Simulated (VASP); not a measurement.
Consider the following.

```xyz
2
Lattice="0.0000 2.9275 2.9275 2.9275 0.0000 2.9275 2.9275 2.9275 0.0000" Properties=species:S:1:pos:R:3 pbc="T T T"
Li     0.0000     0.0000     0.0000
I      2.9275     2.9275     2.9275
```

The numbers are results of PBE GGA, VASP's PBE PAW potentials (set 64) (plane waves; VASP), not measurements. Numerical set-up: 400 eV cut-off, 8×8×8 Γ-centred mesh, Gaussian smearing of 0.010 eV, potentials Li_sv I.

At this cut-off the stress carries a Pulay error, which pulls relaxed volumes low.

Q: Give the stress tensor in GPa (positive for a compressed cell).

A: 
```
1.29  0.00  0.00
0.00  1.29  0.00
0.00  0.00  1.29
```
The pressure is its mean diagonal, 1.29 GPa.

The structure comes from a computed database's LiI entry; how it stands against other phases isn't given here. The cell was not relaxed at this level.
